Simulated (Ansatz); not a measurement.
# Polar GaN (0001) films against thickness

What happens to a polar GaN (0001) film as it grows?

Program: Ansatz 0.2.0. Level of theory: plane-wave DFT, PBEsol, Ansatz PAW. Results are calculated unless marked as measured.

## 1. The structure

The cell holds 2 atoms: 1 N and 1 Ga. Cell: a = 3.190 Å, b = 3.190 Å, c = 18.638 Å, α = 90.0°, β = 90.0°, γ = 120.0°. It derives from GaN (wurtzite GaN). Vacuum lies along c.

Coordinates:

```
N Ga
1.0
     3.19000    0.00000    0.00000
    -1.59500    2.76262    0.00000
     0.00000    0.00000   18.63837
N Ga
1 1
Direct
  0.66667 0.33333 0.48287
  0.33333 0.66667 0.51713
```

## 2. Relaxation, 2 atoms, units 1

The structure is relaxed first, because levels and dipoles at a surface follow the positions of the outer atoms.

input.yaml

```yaml
crystal:
  lattice:
    - [3.19, 0.0, 0.0]
    - [-1.595, 2.76262104, 0.0]
    - [0.0, 0.0, 18.63837]
  atoms:
    - { symbol: "N", position: [0.66666667, 0.33333333, 0.4828748437] }
    - { symbol: Ga, position: [0.33333333, 0.66666667, 0.5171251563] }
kpoints:
  mp_grid: { grid: [12, 12, 1] }
hamiltonian:
  xc: pbesol
scf:
  occupations: { method: fermi_dirac, width: 0.03 }
  convergence: { dr2_threshold: 1.0e-09 }
efield:
  axis: 3
  dipole_correction: true
  ramp_position: 0.97
  ramp_width: 0.06
relax:
  f_tol: 0.01
  max_steps: 100
output:
  write_potential: true
  write_density: true
  volumetric_format: npy
```

The run is started by

```sh
ansatz run input.yaml --threads 4 --pin off --max-ram 12288MiB --backend cpu --events-out ev --progress --plain --runs-dir out
```

Numbers of over 12 decimals in the logs are rounded to 6 here.

The log of the run:

```text
Engine: ansatz 0.2.0, aarch64-unknown-linux-gnu
Pseudopotentials: kind: paw
Pseudopotential: N, paw, valence charge 5, recommended cutoff 420 eV (normal), N.paw.azcp
Pseudopotential: Ga, paw, valence charge 13, recommended cutoff 420 eV (normal), Ga.paw.azcp
Functional definition: PBEsol
  exchange = pbesol_x
  correlation = pbesol_c
Crystal: 2 atoms, lattice volume = 164.256 Å³
Basis set: ecut = 420 eV, 3243 PW (Γ), exchange–correlation on 48×48×250 points (8 copies of the dense FFT grid, shifted against one another)
Bands: 13, of which v1, the nominal top of the filled ones, is band 9 counted from 1 (8 counted from 0)
Symmetry: 6 space group operations
Space group: P3m1 (ITA 156), of the structure as read, at distance tolerance 5.5e-5 Å
k-points: 19 of 144 (time reversal used)
Non-local potential: N, projectors of the file, l = 0: 2, l = 1: 2, l = 2: 1
Non-local potential: Ga, projectors of the file, l = 0: 2, l = 1: 2, l = 2: 3, l = 3: 1
PAW form: soft (Blöchl's): semilocal exchange-correlation on the pseudo side does not see the compensation charge
PAW frozen core: N, regenerated for the run's functional, and the local potential with it (the file was generated under x = pbe(κ = 0.804, μ = 0.219515), c = pbe(β = 0.066725))
PAW frozen core: Ga, regenerated for the run's functional, and the local potential with it (the file was generated under x = pbe(κ = 0.804, μ = 0.219515), c = pbe(β = 0.066725))
PAW one-centre angular grid: N, 110 points (default); XC on 64 Gauss nodes
PAW one-centre angular grid: Ga, 590 points (default); XC on 64 Gauss nodes
Initial density: superposition of atomic densities (neutral atoms: chi_scale 0, normalization atom), corrected by the library's trained network
Initial wavefunctions: pseudopotential atomic-orbital guess
Functional: x = pbesol(κ = 0.804, μ = 0.123457), c = pbesol(β = 0.046)
SCF iter   1: F=—  HF=-4121.078273 eV  |F-HF|=—  |Δ(HF+E_count)|=         —  Δρ=3.12e-3  dr2=1.57e-2  ethr=1.77e-3  p=0.155 e·Å  D=1.70e-1 V/Å  ΔV_dip=-3.18 eV  dr2_dipole=1.43e-5  V_vac-E_F(+/−)=3.01/6.19 eV  ⟨swp⟩=6.7  Hψ=1548  notcnv=0
efield: sawtooth ramp at fractional position 0.9700 (set: `efield.ramp_position`, or a place that a band, a saddle search or an elastic batch's reference lends), width 0.0600; the density the first Hamiltonian is built on has a dipole p = 0.155 e·Å; the dipole correction subtracts the counter field D = 1.70e-1 V/Å, which shifts the + side's vacuum level by -3.18 eV against the − side's; the planar-averaged density in the ramp window peaks in size at 1.4e-5 e/Å³
preconditioner: auto → none  [insulator: Δε(μ)=1.324 eV  Ē_g=15.241 eV  σ=0.030 eV  W_gap=1.00  n_scr=10 (ndim 8)  ℏωp=12.3 eV  f_vac=0.771  D(μ)=0.00/eV (n_scr^D=0)  ε∞_Penn≈1.7]
SCF iter   2: F=—  HF=-4121.077852 eV  |F-HF|=—  |Δ(HF+E_count)|=   4.21e-4  Δρ=9.68e-4  dr2=1.91e-3  ethr=8.71e-5  p=0.157 e·Å  D=1.73e-1 V/Å  ΔV_dip=-3.23 eV  dr2_dipole=1.23e-6  V_vac-E_F(+/−)=3.13/6.36 eV  ⟨swp⟩=3.1  Hψ=696  notcnv=0
SCF iter   3: F=—  HF=-4121.078910 eV  |F-HF|=—  |Δ(HF+E_count)|=   1.06e-3  Δρ=7.96e-4  dr2=2.49e-3  ethr=1.06e-5  p=0.157 e·Å  D=1.72e-1 V/Å  ΔV_dip=-3.21 eV  dr2_dipole=4.16e-4  V_vac-E_F(+/−)=3.10/6.31 eV  ⟨swp⟩=2.9  Hψ=449  notcnv=0
SCF iter   4: F=—  HF=-4121.078677 eV  |F-HF|=—  |Δ(HF+E_count)|=   2.33e-4  Δρ=3.56e-4  dr2=4.09e-4  ethr=1.06e-5  p=0.151 e·Å  D=1.66e-1 V/Å  ΔV_dip=-3.09 eV  dr2_dipole=9.37e-6  V_vac-E_F(+/−)=3.19/6.28 eV  ⟨swp⟩=2.0  Hψ=362  notcnv=0
SCF iter   5: F=—  HF=-4121.078765 eV  |F-HF|=—  |Δ(HF+E_count)|=   8.71e-5  Δρ=1.22e-4  dr2=4.33e-5  ethr=2.27e-6  p=0.149 e·Å  D=1.65e-1 V/Å  ΔV_dip=-3.07 eV  dr2_dipole=6.08e-7  V_vac-E_F(+/−)=3.21/6.27 eV  ⟨swp⟩=2.3  Hψ=305  notcnv=0
SCF iter   6: F=—  HF=-4121.078793 eV  |F-HF|=—  |Δ(HF+E_count)|=   2.88e-5  Δρ=2.39e-5  dr2=1.09e-6  ethr=2.40e-7  p=0.149 e·Å  D=1.64e-1 V/Å  ΔV_dip=-3.05 eV  dr2_dipole=1.64e-9  V_vac-E_F(+/−)=3.22/6.27 eV  ⟨swp⟩=2.1  Hψ=361  notcnv=0
SCF iter   7: F=—  HF=-4121.078768 eV  |F-HF|=—  |Δ(HF+E_count)|=   2.53e-5  Δρ=5.81e-6  dr2=4.49e-8  ethr=6.06e-9  p=0.148 e·Å  D=1.64e-1 V/Å  ΔV_dip=-3.05 eV  dr2_dipole=1.55e-10  V_vac-E_F(+/−)=3.22/6.27 eV  ⟨swp⟩=2.4  Hψ=412  notcnv=0
SCF iter   8: F=—  HF=-4121.078768 eV  |F-HF|=—  |Δ(HF+E_count)|=   6.82e-8  Δρ=1.37e-6  dr2=3.63e-9  ethr=2.49e-10  p=0.148 e·Å  D=1.64e-1 V/Å  ΔV_dip=-3.05 eV  dr2_dipole=2.41e-10  V_vac-E_F(+/−)=3.22/6.27 eV  ⟨swp⟩=2.5  Hψ=426  notcnv=0
SCF iter   9: F=-4121.078768 eV  HF=-4121.078768 eV  |F-HF|=1.56e-10  |Δ(HF+E_count)|=  5.93e-10  Δρ=2.26e-7  dr2=5.60e-11  ethr=5.56e-12  p=0.148 e·Å  D=1.64e-1 V/Å  ΔV_dip=-3.05 eV  dr2_dipole=1.52e-12  V_vac-E_F(+/−)=3.22/6.27 eV  ⟨swp⟩=7.9  Hψ=1421  notcnv=0
SCF 1 converged in 9 iterations: F = -4121.078768 eV  dr2 = 5.60e-11
  greatest PAW one-centre occupation: 0.995 electrons in one spin orbital (limit 2), on the Ga atom at site 1 (counted from 0), in its partial waves of l = 2
relax step   1: F+E_penalty+E_count = -4121.07876819 eV  Δ(F+E_penalty+E_count) = +0.000e0 eV  max|allowed force component| = 3.071e0 eV/Å  Δτ_max = 0.0000 Å  (9 SCF iters, accepted)
Initial density: handed on by an earlier stage of this run
Initial wavefunctions: those handed on with the density
iter 1 solved again at ethr=1.11e-3 eV; its pass at ethr=3.10e-3 eV (dr2=2.00e-1 eV) is discarded
SCF iter   1: F=—  HF=-4121.700036 eV  |F-HF|=—  |Δ(HF+E_count)|=         —  Δρ=1.21e-2  dr2=2.05e-1  ethr=1.11e-3  p=0.148 e·Å  D=1.64e-1 V/Å  ΔV_dip=-3.05 eV  dr2_dipole=2.85e-3  V_vac-E_F(+/−)=3.48/6.53 eV  ⟨swp⟩=1.0  Hψ=1594  notcnv=0
efield: sawtooth ramp at fractional position 0.9700 (set: `efield.ramp_position`, or a place that a band, a saddle search or an elastic batch's reference lends), width 0.0600; the density the first Hamiltonian is built on has a dipole p = 0.148 e·Å; the dipole correction subtracts the counter field D = 1.64e-1 V/Å, which shifts the + side's vacuum level by -3.05 eV against the − side's; the planar-averaged density in the ramp window peaks in size at 3.0e-6 e/Å³
preconditioner: auto → none  [insulator: Δε(μ)=2.066 eV  Ē_g=15.770 eV  σ=0.030 eV  W_gap=1.00  n_scr=10 (ndim 8)  ℏωp=12.3 eV  f_vac=0.772  D(μ)=0.00/eV (n_scr^D=0)  ε∞_Penn≈1.6]
SCF iter   2: F=—  HF=-4121.649246 eV  |F-HF|=—  |Δ(HF+E_count)|=   5.08e-2  Δρ=6.24e-3  dr2=6.40e-2  ethr=1.11e-3  p=0.113 e·Å  D=1.24e-1 V/Å  ΔV_dip=-2.31 eV  dr2_dipole=1.98e-3  V_vac-E_F(+/−)=3.26/5.57 eV  ⟨swp⟩=3.5  Hψ=494  notcnv=0
[...]
SCF iter   4: F=—  HF=-4121.945416 eV  |F-HF|=—  |Δ(HF+E_count)|=   2.95e-4  Δρ=6.15e-4  dr2=3.61e-4  ethr=1.90e-5  p=0.021 e·Å  D=2.33e-2 V/Å  ΔV_dip=-0.43 eV  dr2_dipole=1.67e-5  V_vac-E_F(+/−)=4.05/4.49 eV  ⟨swp⟩=2.8  Hψ=544  notcnv=0
SCF iter   5: F=—  HF=-4121.945423 eV  |F-HF|=—  |Δ(HF+E_count)|=   6.58e-6  Δρ=2.63e-4  dr2=8.22e-5  ethr=2.01e-6  p=0.023 e·Å  D=2.55e-2 V/Å  ΔV_dip=-0.47 eV  dr2_dipole=3.91e-6  V_vac-E_F(+/−)=4.02/4.49 eV  ⟨swp⟩=2.2  Hψ=472  notcnv=0
SCF iter   6: F=—  HF=-4121.945438 eV  |F-HF|=—  |Δ(HF+E_count)|=   1.53e-5  Δρ=9.84e-5  dr2=7.94e-6  ethr=4.57e-7  p=0.022 e·Å  D=2.46e-2 V/Å  ΔV_dip=-0.46 eV  dr2_dipole=1.09e-7  V_vac-E_F(+/−)=4.03/4.49 eV  ⟨swp⟩=3.0  Hψ=424  notcnv=0
SCF iter   7: F=—  HF=-4121.945442 eV  |F-HF|=—  |Δ(HF+E_count)|=   3.45e-6  Δρ=1.85e-5  dr2=2.47e-7  ethr=4.41e-8  p=0.022 e·Å  D=2.47e-2 V/Å  ΔV_dip=-0.46 eV  dr2_dipole=1.58e-10  V_vac-E_F(+/−)=4.03/4.49 eV  ⟨swp⟩=2.0  Hψ=418  notcnv=0
SCF iter   8: F=—  HF=-4121.945409 eV  |F-HF|=—  |Δ(HF+E_count)|=   3.28e-5  Δρ=5.82e-6  dr2=2.34e-8  ethr=1.37e-9  p=0.022 e·Å  D=2.47e-2 V/Å  ΔV_dip=-0.46 eV  dr2_dipole=3.86e-10  V_vac-E_F(+/−)=4.03/4.49 eV  ⟨swp⟩=2.2  Hψ=418  notcnv=0
SCF iter   9: F=-4121.945409 eV  HF=-4121.945409 eV  |F-HF|=3.21e-10  |Δ(HF+E_count)|=   2.85e-8  Δρ=5.59e-7  dr2=2.42e-10  ethr=5.56e-12  p=0.022 e·Å  D=2.47e-2 V/Å  ΔV_dip=-0.46 eV  dr2_dipole=6.03e-12  V_vac-E_F(+/−)=4.03/4.49 eV  ⟨swp⟩=6.1  Hψ=1501  notcnv=0
SCF 3 converged in 9 iterations: F = -4121.945409 eV  dr2 = 2.42e-10
relax step   3: F+E_penalty+E_count = -4121.94540906 eV  Δ(F+E_penalty+E_count) = -3.090e-1 eV  max|allowed force component| = 2.933e-1 eV/Å  Δτ_max = 0.1617 Å  (9 SCF iters, accepted)
SCF iter   1: F=—  HF=-4121.963107 eV  |F-HF|=—  |Δ(HF+E_count)|=         —  Δρ=2.69e-3  dr2=1.82e-2  ethr=1.16e-3  p=0.022 e·Å  D=2.47e-2 V/Å  ΔV_dip=-0.46 eV  dr2_dipole=2.56e-3  V_vac-E_F(+/−)=4.03/4.49 eV  ⟨swp⟩=4.2  Hψ=838  notcnv=0
efield: sawtooth ramp at fractional position 0.9700 (set: `efield.ramp_position`, or a place that a band, a saddle search or an elastic batch's reference lends), width 0.0600; the density the first Hamiltonian is built on has a dipole p = 0.022 e·Å; the dipole correction subtracts the counter field D = 2.47e-2 V/Å, which shifts the + side's vacuum level by -0.46 eV against the − side's; the planar-averaged density in the ramp window peaks in size at 6.8e-6 e/Å³
preconditioner: auto → none  [insulator: Δε(μ)=2.296 eV  Ē_g=16.178 eV  σ=0.030 eV  W_gap=1.00  n_scr=10 (ndim 8)  ℏωp=12.3 eV  f_vac=0.779  D(μ)=0.00/eV (n_scr^D=0)  ε∞_Penn≈1.6]
SCF iter   2: F=—  HF=-4121.959058 eV  |F-HF|=—  |Δ(HF+E_count)|=   4.05e-3  Δρ=1.40e-3  dr2=7.51e-3  ethr=1.01e-4  p=-0.012 e·Å  D=-1.29e-2 V/Å  ΔV_dip=0.24 eV  dr2_dipole=1.05e-3  V_vac-E_F(+/−)=4.35/4.11 eV  ⟨swp⟩=4.4  Hψ=732  notcnv=0
SCF iter   3: F=—  HF=-4121.956933 eV  |F-HF|=—  |Δ(HF+E_count)|=   2.12e-3  Δρ=7.40e-4  dr2=2.95e-4  ethr=4.17e-5  p=0.002 e·Å  D=2.43e-3 V/Å  ΔV_dip=-0.05 eV  dr2_dipole=1.22e-5  V_vac-E_F(+/−)=4.22/4.26 eV  ⟨swp⟩=4.9  Hψ=542  notcnv=0
SCF iter   4: F=—  HF=-4121.956865 eV  |F-HF|=—  |Δ(HF+E_count)|=   6.74e-5  Δρ=1.46e-4  dr2=6.78e-6  ethr=1.64e-6  p=0.000 e·Å  D=3.61e-4 V/Å  ΔV_dip=-0.01 eV  dr2_dipole=1.51e-7  V_vac-E_F(+/−)=4.23/4.24 eV  ⟨swp⟩=2.9  Hψ=522  notcnv=0
SCF iter   5: F=—  HF=-4121.956877 eV  |F-HF|=—  |Δ(HF+E_count)|=   1.13e-5  Δρ=3.99e-5  dr2=2.75e-6  ethr=3.77e-8  p=0.000 e·Å  D=6.97e-5 V/Å  ΔV_dip=-0.00 eV  dr2_dipole=1.15e-9  V_vac-E_F(+/−)=4.24/4.24 eV  ⟨swp⟩=2.1  Hψ=442  notcnv=0
SCF iter   6: F=—  HF=-4121.956877 eV  |F-HF|=—  |Δ(HF+E_count)|=   8.47e-8  Δρ=1.24e-5  dr2=2.03e-7  ethr=1.53e-8  p=0.000 e·Å  D=8.58e-5 V/Å  ΔV_dip=-0.00 eV  dr2_dipole=4.77e-10  V_vac-E_F(+/−)=4.24/4.24 eV  ⟨swp⟩=2.0  Hψ=400  notcnv=0
SCF iter   7: F=—  HF=-4121.956846 eV  |F-HF|=—  |Δ(HF+E_count)|=   3.13e-5  Δρ=2.60e-6  dr2=5.71e-9  ethr=1.13e-9  p=0.000 e·Å  D=8.44e-5 V/Å  ΔV_dip=-0.00 eV  dr2_dipole=1.82e-11  V_vac-E_F(+/−)=4.24/4.24 eV  ⟨swp⟩=2.0  Hψ=310  notcnv=0
SCF iter   8: F=—  HF=-4121.956846 eV  |F-HF|=—  |Δ(HF+E_count)|=  1.18e-10  Δρ=1.07e-6  dr2=1.52e-9  ethr=5.56e-12  p=0.000 e·Å  D=8.44e-5 V/Å  ΔV_dip=-0.00 eV  dr2_dipole=1.46e-11  V_vac-E_F(+/−)=4.24/4.24 eV  ⟨swp⟩=8.0  Hψ=1453  notcnv=0
SCF iter   9: F=-4121.956846 eV  HF=-4121.956846 eV  |F-HF|=1.82e-11  |Δ(HF+E_count)|=  2.79e-10  Δρ=1.75e-7  dr2=2.32e-11  ethr=5.56e-12  p=0.000 e·Å  D=8.25e-5 V/Å  ΔV_dip=-0.00 eV  dr2_dipole=1.19e-12  V_vac-E_F(+/−)=4.24/4.24 eV  ⟨swp⟩=7.1  Hψ=1277  notcnv=0
SCF 4 converged in 9 iterations: F = -4121.956846 eV  dr2 = 2.32e-11
relax step   4: F+E_penalty+E_count = -4121.95684553 eV  Δ(F+E_penalty+E_count) = -1.144e-2 eV  max|allowed force component| = 9.537e-4 eV/Å  Δτ_max = 0.0390 Å  (9 SCF iters, accepted)
NSCF: frozen V_eff on 19 k-points
the band table was solved once a step of the walk had ended and its energy, with any forces and stress, was formed, with the checks that follow a solve (2024 applications of the Hamiltonian). They found nothing against the state; the energy, forces and stress were not computed again (output.eigenvalues in the input reference)
WARN: The output density's exchange-correlation potential varies sharply where the density is thin. Do not read a vacuum level from v_tot or v_xc, or from such a field of the output density. On a cell that repeats whose density bears no net charge and no dipole along the vacuum's axis use v_es (v_loc + v_h of the components); under efield.dipole_correction with no amplitude use v_es + v_field, which holds any externa [...]
SCF converged after 9 iterations
Free energy (F): -4121.956846 eV
Harris-Foulkes:  -4121.956846 eV  (|F-HF|=1.82e-11)
Internal energy: -4121.956846 eV  (E = F + TS)
E sigma→0 (E₀):  -4121.956846 eV
Fermi energy:    -2.209425 eV
Dipole field:    D = 0.000081 V/Å  (p = 0.000073 e·Å, saw-weighted, corrected)
Work function:   Φ+ = 4.2379 eV   Φ− = 4.2394 eV
Levels:          The Fermi level and band energies are counted from a zero that moves with the ramp; work functions are not
--- Per-component energies (eV) ---
  E_band       = -234.635437
  E_kinetic    = 244.684931
  E_local      = -10632.636524  (includes V_loc(G=0)·N_el)
  E_nonlocal   = 474.094131
  E_hartree    = 5122.560589
  E_xc         = -126.609042
  E_vxc        = -132.239780  (∫ρ·V_xc dr)
  E_paw        = -2074.000436  (= ΣΔE_a)
  E_vpaw       = -433.659275  (= ΣTr[D̂ρ^β])
  E_aug_tail   = -0.000051  (compensation charges beyond the density's cutoff)
  E_efield     = 0.000000  (sawtooth field / dipole correction)
  E_vefield    = -0.000000  (∫n·V_field dr)
  E_ewald      = 2869.058480
  E_core_change = 0.891077  (= ΣΔE_core)
  E_smearing   = -0.000000  (= −TS)
  E_closure    = -0.000000  (closes the sum)
  Σ components = -4121.956846   (vs F -4121.956846, Δ=0.00e0)
--- Forces (eV/Å), atoms counted from 1 ---
  atom   1  N      0.00000000     0.00000000     0.00095647
  atom   2  Ga    -0.00000000    -0.00000000    -0.00095093
  max |Σ_I F_I| component: 5.54e-6 eV/Å
--- Band table (eV; the first three rows and the last of 19) ---
  k-point 0: bands = [... 5 lower, -15.7826, -6.0243, -3.6305, -3.6305, -1.0779, 1.5723, 1.8601, 2.5698]
  k-point 1: bands = [... 5 lower, -15.7467, -5.9115, -4.2560, -3.7782, -0.6253, 1.6657, 2.0237, 2.7346]
  k-point 2: bands = [... 5 lower, -15.6328, -5.5849, -5.5101, -4.1586, 0.1608, 1.9039, 2.4792, 3.1975]
  k-point 18: bands = [... 5 lower, -14.2089, -8.9856, -7.7429, -3.3660, 1.7302, 4.1706, 5.5365, 6.0375]
--- Relaxed structure (4 steps of the walk, 4 accepted, 0 SCFs on fresh bases) ---
  F+E_penalty+E_count = -4121.95684553 eV   max|allowed force component| = 9.537e-4 eV/Å
  atoms:
    - { symbol: N, position: [0.666667, 0.333333, 0.499993] }
    - { symbol: Ga, position: [0.333333, 0.666667, 0.500007] }
```

Elapsed: 4.3 s, on 4 threads of Arm Neoverse V2, shared host; peak memory 0.4 GiB; 14 s of CPU time.

Relaxation path:

| step | energy less that of the first step (eV) | largest force component (eV/Å) |
| --- | --- | --- |
| 1 | 0.0000 | 3.0705 |
| 2 | -0.5577 | 1.6912 |
| 3 | -0.8666 | 0.2933 |
| 4 | -0.8781 | 0.0010 |

Forces are held to the 6 operations that the run works with; a distortion that breaks them can't arise in this run.

The atoms that moved most (Å):

| atom | dx | dy | dz | length |
| --- | --- | --- | --- | --- |
| N1 | 0.000 | 0.000 | 0.319 | 0.319 |
| Ga2 | 0.000 | 0.000 | -0.319 | 0.319 |

The relaxed structure:

```cif
data_structure
_symmetry_space_group_name_H-M 'P 1'
_symmetry_Int_Tables_number 1
_cell_length_a 3.1900
_cell_length_b 3.1900
_cell_length_c 18.6384
_cell_angle_alpha 90.000
_cell_angle_beta 90.000
_cell_angle_gamma 120.000
_cell_volume 164.26
loop_
_atom_site_label
_atom_site_type_symbol
_atom_site_fract_x
_atom_site_fract_y
_atom_site_fract_z
_atom_site_occupancy
N1 N 0.66667 0.33333 0.49999 1
Ga2 Ga 0.33333 0.66667 0.50001 1
```

This step gave:

```
gap on the k-mesh             : 2.288 eV
dipole along the normal       : 7.34e-5 e·Å
ionisation energy, upper face : 5.395 eV
electron affinity, upper face : 3.106 eV
```

Running mean over 2.595 Å of the planar mean; the ramp of the sawtooth is left out. Table of electron's electrostatic potential energy less the Fermi level by z:

| z (Å) | electron's electrostatic potential energy less the Fermi level (eV) |
| --- | --- |
| 2.83 | 4.24 |
| 3.28 | 4.24 |
| 3.73 | 4.24 |
| 4.17 | 4.24 |
| 4.62 | 4.24 |
| 5.07 | 4.24 |
| 5.52 | 4.23 |
| 5.96 | 4.22 |
| 6.41 | 4.18 |
| 6.86 | 4.02 |
| 7.31 | 3.39 |
| 7.75 | 1.41 |
| 8.20 | -1.70 |
| 8.65 | -3.99 |
| 9.10 | -4.75 |
| 9.54 | -4.75 |
| 9.99 | -3.99 |
| 10.44 | -1.70 |
| 10.88 | 1.41 |
| 11.33 | 3.39 |
| 11.78 | 4.01 |
| 12.23 | 4.18 |
| 12.67 | 4.22 |
| 13.12 | 4.23 |
| 13.57 | 4.24 |
| 14.02 | 4.24 |
| 14.46 | 4.24 |
| 14.91 | 4.24 |
| 15.36 | 4.24 |
| 15.81 | 4.24 |

The relaxation took 4 steps and lowered the energy by 0.88 eV; the largest force on the free atoms ends at 9.5e-4 eV/Å.

The gap is 2.29 eV, with the valence edge 5.39 eV and the conduction edge 3.11 eV under the upper vacuum level.

[end of part 1 of 5]

[Logs are printed without paths, hosts, clocks, repeated set-up lines and the standing remarks that a program may print on its own settings, such as how far it seeks lower states.]

[Hosts, paths, dates, database ids (printed as entryN), source tags and the programs' standing remarks are cut or masked in the printed files.]

[Maps of the electrostatic potential energy from Ansatz leave out the sawtooth potential of an applied field or a dipole correction, so their vacuum need not be flat; planar profiles and work functions include it.]
